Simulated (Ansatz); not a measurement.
Starting cell, AlSb (zinc blende):

```
AlSb
1.0
    0.00000     3.08862     3.08862
    3.08862     0.00000     3.08862
    3.08862     3.08862     0.00000
Sb Al
1 1
Direct
  0.75000   0.75000   0.75000
  0.00000   0.00000   0.00000
```

In this cell atom 2 (Al, nearest neighbour Sb at 2.675 Å; its periodic images, 4.4 Å or more away, move with it) is moved by s along Cartesian x, unit vector (1.000, 0.000, 0.000); all other atoms and the cell stay fixed.

These are r2SCAN (plane waves to 500 eV, PAW, scalar-relativistic; Ansatz, a quantum-chemistry and plane-wave program) values and carry that method's errors. k mesh 11×11×11 (Γ-centred), Fermi-Dirac smearing 0.05 eV. The energy includes the smearing's −TS. AlSb was relaxed with its symmetry unable to fall. Spin-orbit coupling is left out, though Sb is heavy. ΔE is measured from the undisplaced structure.

```tsv
s (Å)	ΔE (meV/cell)
-0.530	1015
-0.424	675
-0.318	391
-0.212	177
-0.106	45
0.000	0
0.106	45
0.212	177
0.318	391
0.424	675
0.530	1015
```

Q: What force constant k = d²E/ds² at s = 0 does the table give?

A: 8.0 eV/Å². It is the second difference of the nearest points, corrected with the next pair.

Q: With k = 8.01 eV/Å² from the forces, is the well harmonic out to s = 0.530 Å?

A: ½ks² = 1126 meV/cell against the computed 1015 meV/cell, so the well is softer than harmonic there.

(For displaced atoms, the force is minus the slope of the energy, and its curvature is a force constant, which sets phonon frequencies.)
